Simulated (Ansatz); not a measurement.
The system is Br.

```
CELL_PARAMETERS angstrom
3.36325 -2.32255 0.00000
3.36325 2.32255 0.00000
0.00000 0.00000 8.70230
ATOMIC_POSITIONS crystal
Br 0.36510 0.63490 0.39010
Br 0.13490 0.86510 0.89010
Br 0.63490 0.36510 0.60990
Br 0.86510 0.13490 0.10990
```

Base run:

| Quantity | Value |
| --- | --- |
| Program | Ansatz 0.2.0 |
| Functional | HSE06 form with a typed share of exact exchange |
| Potentials or basis | Ansatz PAW |
| Cutoff | 420 eV (not typed: the program's choice for these potentials) |
| k mesh | 4 × 4 × 2 |
| Occupations | fermi-dirac, width 0.05 eV |
| Spin | no spin polarisation |

Its results: band gap on the k mesh 4.44 eV, indirect (least direct gap 4.60 eV); pressure -0.1 GPa; largest force 0.400 eV/Å.

Q: After a change of settings the same cell gave: band gap on the k mesh 2.60 eV, indirect (least direct gap 2.69 eV); pressure 1.2 GPa; largest force 0.436 eV/Å. Which change was it?
A. share of exact exchange from 0.5 to 0.35
B. share of exact exchange from 0.5 to 0.15
C. functional from HSE06 form with a typed share of exact exchange to HSE06; share of exact exchange from 0.5 to 0.25
D. share of exact exchange from 0.5 to 0.1

A: B.

Caveats: the PAW data sets come from PBE, with cores solved anew for the run's functional, which leaves a small shift of forces and pressure; the thresholds are loose for stress.
